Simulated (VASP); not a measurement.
# SnSe in VASP: a series of runs

Runs on SnSe. Level: PBE. Tasks: single point.

Program: VASP 6.6.1. These are calculated values, not measurements. Logs are shortened: lines on timing, memory, paths and dates and some standing lists are left out, and cuts for length are marked.

## 1. Starting point

The cell holds a slab with vacuum, 4 atoms: a = 4.285 Å, b = 4.285 Å, c = 14.809 Å, α = 90.00°, β = 90.00°, γ = 90.00°.

## 2. Single point, PBE

INCAR reads:

```
PREC     = Accurate       # precision mode
ENCUT    = 400            # plane-wave cutoff, eV
EDIFF    = 1E-7           # SCF threshold, eV
ISMEAR   = 0              # smearing method
SIGMA    = 0.05           # smearing width, eV
LREAL    = False          # projectors in reciprocal space
LASPH    = True           # aspherical terms in the spheres
NELM     = 120            # most SCF steps
ALGO     = Normal         # electronic algorithm
ISIF     = 2              # what is computed and relaxed
LWAVE    = False          # write WAVECAR
LCHARG   = False          # write CHGCAR
LDIPOL   = True         
IDIPOL   = 3            
DIPOL    = 0.5 0.5 0.500
GGA      = PE             # functional
NBANDS   = 32             # bands
LVHAR    = True         
LVACPOTAV= True
```

KPOINTS reads:

```
Automatic mesh
0
Gamma
  2 2 1
```

POSCAR reads:

```
SnSe
1.0
    4.2853274200      0.0000000000      0.0000000000
    0.0000000000      4.2853274200      0.0000000000
    0.0000000000      0.0000000000     14.8085810303
Sn Se
2 2
Direct
    0.5000000000      0.0000000000      0.4051704878
    0.0000000000      0.5000000000      0.5948295122
    0.0000000000      0.5000000000      0.4138773454
    0.5000000000      0.0000000000      0.5861226546
```

Potentials or basis: VASP PAW PBE potentials, release 64 (Sn_d, Se).

Launch:

```console
> cat potpaw_PBE.64/Sn_d/POTCAR potpaw_PBE.64/Se/POTCAR > POTCAR
> mpirun -np 1 vasp_std > vasp.out
```

OUTCAR:

```text
PREC = Accurate
   ENCUT = 400
   EDIFF = 1E-7
   ISMEAR = 0
   LREAL = False
   LASPH = True
   NELM = 120
   ISIF = 2
   GGA = PE

 Found      3 irreducible k-points:

 Following reciprocal coordinates:
            Coordinates               Weight
  0.000000  0.000000  0.000000      1.000000
  0.500000  0.000000  0.000000      2.000000
  0.500000  0.500000  0.000000      1.000000
   k-points           NKPTS =      3   k-points in BZ     NKDIM =      3   number of bands    NBANDS=     32
   number of dos      NEDOS =    301   number of ions     NIONS =      4
   total plane-waves  NPLWV =  76832
   dimension x,y,z NGX =    28 NGY =   28 NGZ =   98
   dimension x,y,z NGXF=    56 NGYF=   56 NGZF=  196
   ions per type =               2   2
   NGX,Y,Z   is equivalent  to a cutoff of  10.86, 10.86, 11.00 a.u.
   NGXF,Y,Z  is equivalent  to a cutoff of  21.72, 21.72, 22.00 a.u.
 SYSTEM =  unknown system
   PREC   = accura    normal or accurate (medium, high low for compatibility)
   ISTART =      0    job   : 0-new  1-cont  2-samecut
   ICHARG =      2    charge: 1-file 2-atom 10-const
   ISPIN  =      1    spin polarized calculation?
   LNONCOLLINEAR =      F non collinear calculations
   LSORBIT =      F    spin-orbit coupling
   LASPH  =      T    aspherical Exc in radial PAW
   ENCUT  =  400.0 eV  29.40 Ry    5.42 a.u.   6.99  6.99 24.15*2*pi/ulx,y,z
   NELM   =    120;   NELMIN=  2; NELMDL= -5     # of ELM steps
   EDIFF  = 0.1E-06   stopping-criterion for ELM
   LREAL  =      F    real-space projection
   EDIFFG = 0.1E-05   stopping-criterion for IOM
   NSW    =      0    number of steps for IOM
   IBRION =     -1    ionic relax: 0-MD 1-quasi-New 2-CG
   NFREE  =      0    steps in history (QN), initial steepest desc. (CG)
   ISIF   =      2    stress and relaxation
   ISYM   =      2    0-nonsym 1-usesym 2-fastsym
   POTIM  = 0.5000    time-step for ionic-motion
   TEBEG  =    0.0;   TEEND  =   0.0 temperature during run
   PSTRESS=    0.0 pullay stress
   NELECT =      40.0000    total number of electrons
   NUPDOWN=      -1.0000    fix difference up-down
   EMIN   =  10.00;   EMAX   =-10.00  energy-range for DOS
   EFERMI =   0.00;   METHOD = LEGACY
   ISMEAR =     0;   SIGMA  =   0.05  broadening in eV -4-tet -1-fermi 0-gaus
   EFERMI_NEDOS =   21; number of points for ismear=-14 and -15
   IALGO  =     38    algorithm
   IMIX   =      4    mixing-type and parameters
     AMIX     =   0.40;   BMIX     =  1.00
     AMIX_MAG =   1.60;   BMIX_MAG =  1.00
  volume/ion in A,a.u.               =      67.99       458.79
  Fermi-wavevector in a.u.,A,eV,Ry     =   0.864174  1.633051 10.160777  0.746796
  Thomas-Fermi vector in A             =   1.982232
   LORBIT       =      0    0 simple, 1 ext, 2 COOP (PROOUT), +10 PAW based schemes
   GGA     = PE    functional components
   LHFCALC =     F    Hartree Fock is set to
   AEXX    =    0.0000 exact exchange contribution
   IVDW    =     0    specifies the selected vdW correction
   LEPSILON=     F    determine dielectric tensor
   LRPA    =     F    only Hartree local field effects (RPA)
 non-spin polarized calculation
 Gauss-broadening in eV      SIGMA  =   0.05
  energy-cutoff  :      400.00
  volume of cell :      271.95
 maximum number of plane-waves:      4958
 NGX is ok and might be reduce to    28
   NGX = 13   NGY = 13   NGZ = 49

 dipolmoment           0.000000      0.000000     -0.000000 electrons x Angstroem

 number of electron      40.0000025 magnetization

 dipolmoment           0.000000      0.000000      0.000000 electrons x Angstroem

 Free energy of the ion-electron system (eV)
  ---------------------------------------------------
  ext. energy  EPLUGINS =         0.00000000
  ---------------------------------------------------
  free energy    TOTEN  =       -15.50171567 eV

  energy without entropy =      -15.50171567  energy(sigma->0) =      -15.50171567

 E-fermi :  -0.5746     XC(G=0):  -4.5856

 val. band max:       -0.8654735882   @ k =   0.5000   0.0000   0.0000
 cond. band min:       0.8740908548   @ k =   0.5000   0.0000   0.0000
 fundamental gap:      1.7395644431
 Fermi energy:        -0.5745841265

 k-point     1 :       0.0000    0.0000    0.0000
  band No.  band energies     occupation
      1     -21.8888      2.00000
      2     -21.8836      2.00000
      3     -21.8793      2.00000
      4     -21.8726      2.00000
      5     -21.8340      2.00000
      6     -21.8121      2.00000
[... 24 lines left out ...]
     31       5.5721      0.00000
     32       6.9698      0.00000

 k-point     2 :       0.5000    0.0000    0.0000
  band No.  band energies     occupation
      1     -21.8834      2.00000
      2     -21.8834      2.00000
      3     -21.8777      2.00000
      4     -21.8777      2.00000
      5     -21.8154      2.00000
      6     -21.8154      2.00000
[... 24 lines left out ...]
     31       7.1085      0.00000
     32       7.1085      0.00000

 k-point     3 :       0.5000    0.5000    0.0000
  band No.  band energies     occupation
      1     -21.8979      2.00000
      2     -21.8979      2.00000
      3     -21.8674      2.00000
      4     -21.8674      2.00000
      5     -21.8173      2.00000
      6     -21.8173      2.00000
[... 24 lines left out ...]
     31       7.0641      0.00000
     32       7.0641      0.00000

------------------------ aborting loop because EDIFF is reached ----------------------------------------

  FORCE on cell =-STRESS in cart. coord.  units (eV):
  Direction    XX          YY          ZZ          XY          YZ          ZX
  --------------------------------------------------------------------------------------
  -------------------------------------------------------------------------------------
  Total        2.9817517      2.9817517     -3.4506525      0.0000000      0.0000000     -0.0000000
  in kB       17.5671210     17.5671210    -20.3296708      0.0000000      0.0000000     -0.0000000
  external PRESSURE =       4.9348571 kB  Pullay stress =       0.0000000 kB

 VOLUME and BASIS-vectors are now :
 -----------------------------------------------------------------------------
  energy-cutoff  :      400.00
  volume of cell :      271.95
      direct lattice vectors                 reciprocal lattice vectors
     4.285327420  0.000000000  0.000000000     0.233354398  0.000000000  0.000000000
     0.000000000  4.285327420  0.000000000     0.000000000  0.233354398  0.000000000
     0.000000000  0.000000000 14.808581030     0.000000000  0.000000000  0.067528415

 POSITION                                       TOTAL-FORCE (eV/Angst)
 -----------------------------------------------------------------------------------
      2.14266      0.00000      6.00000        -0.000000      0.000000      0.390116
      0.00000      2.14266      8.80858         0.000000      0.000000     -0.390116
      0.00000      2.14266      6.12894        -0.000000     -0.000000      0.904955
      2.14266      0.00000      8.67964         0.000000      0.000000     -0.904955
 -----------------------------------------------------------------------------------
    total drift:                                0.000000      0.000000      0.000000

  FREE ENERGIE OF THE ION-ELECTRON SYSTEM (eV)
  ---------------------------------------------------
  free  energy   TOTEN  =       -15.5017156729 eV

  energy  without entropy=      -15.5017156729  energy(sigma->0) =      -15.50171567

 vacuum level on the upper side and lower side of the slab         3.814         3.814
```

Wall time 31 s (1 thread of Intel Xeon Platinum 8259CL at 2.50GHz (Skylake/Cascade Lake), shared host); peak memory 0.25 GiB.

These settings aren't checked as converged: the numbers below hold their error.

What came out:

- Free energy: -15.5017 eV
- Largest force: 0.905 eV/Å
- Band gap on the k mesh: 1.74 eV, direct
- Ionisation potential of the upper face: 4.68 eV

Caveat: the k mesh is coarse (spacing up to 0.73 Å⁻¹), so the values aren't converged; spin-orbit coupling is left out, which moves the levels of the heavy elements.

## 3. Single point, PBE

INCAR, as its differences from that of step 2:

```diff
@@ -1,3 +1,3 @@
 PREC     = Accurate       # precision mode
-ENCUT    = 400            # plane-wave cutoff, eV
+ENCUT    = 600            # plane-wave cutoff, eV
 EDIFF    = 1E-7           # SCF threshold, eV
```

KPOINTS is that of step 2.

POSCAR is that of step 2.

Potentials or basis: VASP PAW PBE potentials, release 64 (Sn_d, Se).

Launch:

```console
> cat potpaw_PBE.64/Sn_d/POTCAR potpaw_PBE.64/Se/POTCAR > POTCAR
> mpirun -np 1 vasp_std > vasp.out
```

Wall time 56 s (1 thread of Intel Xeon Platinum 8259CL at 2.50GHz (Skylake/Cascade Lake), shared host); peak memory 0.38 GiB.

These settings aren't checked as converged: the numbers below hold their error.

What came out:

| Quantity | Value |
| --- | --- |
| Free energy | -15.5023 eV |
| Largest force | 0.905 eV/Å |
| Band gap on the k mesh | 1.74 eV, direct |
| Ionisation potential of the upper face | 4.68 eV |

Caveat: the k mesh is coarse (spacing up to 0.73 Å⁻¹), so the values aren't converged; spin-orbit coupling is left out, which moves the levels of the heavy elements.

## 4. Single point, PBE

This run uses another cell than the first one, of 49.62 Å³/atom, 0.730 times its volume.

INCAR, as its differences from that of step 3:

```diff
@@ -1,3 +1,3 @@
 PREC     = Accurate       # precision mode
-ENCUT    = 600            # plane-wave cutoff, eV
+ENCUT    = 400            # plane-wave cutoff, eV
 EDIFF    = 1E-7           # SCF threshold, eV
```

KPOINTS reads:

```
Automatic mesh
0
Gamma
  4 4 1
```

POSCAR reads:

```
SnSe
1.0
    4.2853274200      0.0000000000      0.0000000000
    0.0000000000      4.2853274200      0.0000000000
    0.0000000000      0.0000000000     10.8085810303
Sn Se
2 2
Direct
    0.5000000000      0.0000000000      0.3700763300
    0.0000000000      0.5000000000      0.6299236700
    0.0000000000      0.5000000000      0.3820053894
    0.5000000000      0.0000000000      0.6179946106
```

Launch:

```console
> cat potpaw_PBE.64/Sn_d/POTCAR potpaw_PBE.64/Se/POTCAR > POTCAR
> mpirun -np 1 vasp_std > vasp.out
```

It took 27 s on 1 thread of Intel Xeon Platinum 8259CL at 2.50GHz (Skylake/Cascade Lake), shared host; peak memory 0.23 GiB.

These settings aren't checked as converged: the numbers below hold their error.

Results:

| Item | Value |
| --- | --- |
| Free energy | -16.2916 eV |
| Largest force | 0.192 eV/Å |
| Band gap on the k mesh | 1.69 eV, indirect (least direct gap 1.75 eV) |

Caveat: spin-orbit coupling is left out, which moves the levels of the heavy elements.

## 5. Single point, PBE

This run uses another cell than the first one, of 40.44 Å³/atom, 0.595 times its volume.

INCAR, as its differences from that of step 4:

```diff
@@ -12,5 +12,2 @@
 LCHARG   = False          # write CHGCAR
-LDIPOL   = True         
-IDIPOL   = 3            
-DIPOL    = 0.5 0.5 0.500
 GGA      = PE             # functional
@@ -18,2 +15,3 @@
 LVHAR    = True         
-LVACPOTAV= True
+LVACPOTAV= True         
+IDIPOL   = 3
```

KPOINTS reads:

```
Automatic mesh
0
Gamma
  5 5 1
```

POSCAR reads:

```
SnSe
1.0
    4.2853274200      0.0000000000      0.0000000000
    0.0000000000      4.2853274200      0.0000000000
    0.0000000000      0.0000000000      8.8085810303
Sn Se
2 2
Direct
    0.5000000000      0.0000000000      0.3405769885
    0.0000000000      0.5000000000      0.6594230115
    0.0000000000      0.5000000000      0.3552145567
    0.5000000000      0.0000000000      0.6447854433
```

Potentials or basis: VASP PAW PBE potentials, release 64 (Sn_d, Se).

Launch:

```console
> cat potpaw_PBE.64/Sn_d/POTCAR potpaw_PBE.64/Se/POTCAR > POTCAR
> mpirun -np 1 vasp_std > vasp.out
```

OUTCAR:

```text
PREC = Accurate
   ENCUT = 400
   EDIFF = 1E-7
   ISMEAR = 0
   LREAL = False
   LASPH = True
   NELM = 120
   ISIF = 2
   GGA = PE

 Found      6 irreducible k-points:

 Following reciprocal coordinates:
            Coordinates               Weight
  0.000000  0.000000  0.000000      1.000000
  0.200000  0.000000  0.000000      4.000000
  0.400000  0.000000  0.000000      4.000000
  0.200000  0.200000  0.000000      4.000000
[... 290 lines left out ...]

  FORCE on cell =-STRESS in cart. coord.  units (eV):
  Direction    XX          YY          ZZ          XY          YZ          ZX
  --------------------------------------------------------------------------------------
  -------------------------------------------------------------------------------------
  Total        0.8198436      0.8198436      0.1987457      0.0000000      0.0000000      0.0000000
  in kB        8.1202165      8.1202165      1.9684948      0.0000000      0.0000000      0.0000000
  external PRESSURE =       6.0696426 kB  Pullay stress =       0.0000000 kB

 VOLUME and BASIS-vectors are now :
 -----------------------------------------------------------------------------
  energy-cutoff  :      400.00
  volume of cell :      161.76
      direct lattice vectors                 reciprocal lattice vectors
     4.285327420  0.000000000  0.000000000     0.233354398  0.000000000  0.000000000
     0.000000000  4.285327420  0.000000000     0.000000000  0.233354398  0.000000000
     0.000000000  0.000000000  8.808581030     0.000000000  0.000000000  0.113525663

 POSITION                                       TOTAL-FORCE (eV/Angst)
 -----------------------------------------------------------------------------------
      2.14266      0.00000      3.00000         0.000000      0.000000     -0.236447
      0.00000      2.14266      5.80858        -0.000000      0.000000      0.236447
      0.00000      2.14266      3.12894         0.000000      0.000000     -0.302113
      2.14266      0.00000      5.67964         0.000000     -0.000000      0.302113
 -----------------------------------------------------------------------------------
    total drift:                                0.000000      0.000000      0.000000

  FREE ENERGIE OF THE ION-ELECTRON SYSTEM (eV)
  ---------------------------------------------------
  free  energy   TOTEN  =       -16.3317496115 eV

  energy  without entropy=      -16.3317496115  energy(sigma->0) =      -16.33174961
```

stdout:

```text
POSCAR found type information on POSCAR SnSe
 POSCAR found :  2 types and       4 ions
 scaLAPACK will be used
 LDA part: xc-table for (Slater+PW92), standard interpolation
 POSCAR, INCAR and KPOINTS ok, starting setup
 FFT: planning ... GRIDC
 FFT: planning ... GRID_SOFT
 FFT: planning ... GRID
 WAVECAR not read
 entering main loop
```

Run time: 21 s. Hardware: 1 thread of Intel Xeon Platinum 8259CL at 2.50GHz (Skylake/Cascade Lake), shared host; peak memory 0.2 GiB.

These settings aren't checked as converged: the numbers below hold their error.

Results:

| Property | Result |
| --- | --- |
| Free energy | -16.3317 eV |
| Largest force | 0.302 eV/Å |
| Band gap on the k mesh | 0.94 eV, direct |

Caveat: spin-orbit coupling is left out, which moves the levels of the heavy elements.

## 6. Single point, PBE

INCAR, as its differences from that of step 5:

```diff
@@ -1,3 +1,3 @@
 PREC     = Accurate       # precision mode
-ENCUT    = 400            # plane-wave cutoff, eV
+ENCUT    = 300            # plane-wave cutoff, eV
 EDIFF    = 1E-7           # SCF threshold, eV
@@ -12,2 +12,5 @@
 LCHARG   = False          # write CHGCAR
+LDIPOL   = True         
+IDIPOL   = 3            
+DIPOL    = 0.5 0.5 0.500
 GGA      = PE             # functional
@@ -15,3 +18,2 @@
 LVHAR    = True         
-LVACPOTAV= True         
-IDIPOL   = 3
+LVACPOTAV= True
```

KPOINTS is that of step 5.

POSCAR reads:

```
SnSe
1.0
    4.2853274200      0.0000000000      0.0000000000
    0.0000000000      4.2853274200      0.0000000000
    0.0000000000      0.0000000000     14.8085810303
Sn Se
2 2
Direct
    0.5000000000      0.0000000000      0.4051704878
    0.0000000000      0.5000000000      0.5948295122
    0.0000000000      0.5000000000      0.4138773454
    0.5000000000      0.0000000000      0.5861226546
```

Potentials or basis: VASP PAW PBE potentials, release 64 (Sn_d, Se).

Launch:

```console
> cat potpaw_PBE.64/Sn_d/POTCAR potpaw_PBE.64/Se/POTCAR > POTCAR
> mpirun -np 1 vasp_std > vasp.out
```

Wall time 27 s (1 thread of Intel Xeon Platinum 8259CL at 2.50GHz (Skylake/Cascade Lake), shared host); peak memory 0.21 GiB.

The run converged, but some of its settings lie outside the range that counts as converged, so its numbers aren't taken as properties of the slab.

Results:

```
Free energy                            : -16.2259 eV
Largest force                          : 0.246 eV/Å
Band gap on the k mesh                 : 0.91 eV, direct
Ionisation potential of the upper face : 4.28 eV
```

Caveat: spin-orbit coupling is left out, which moves the levels of the heavy elements.
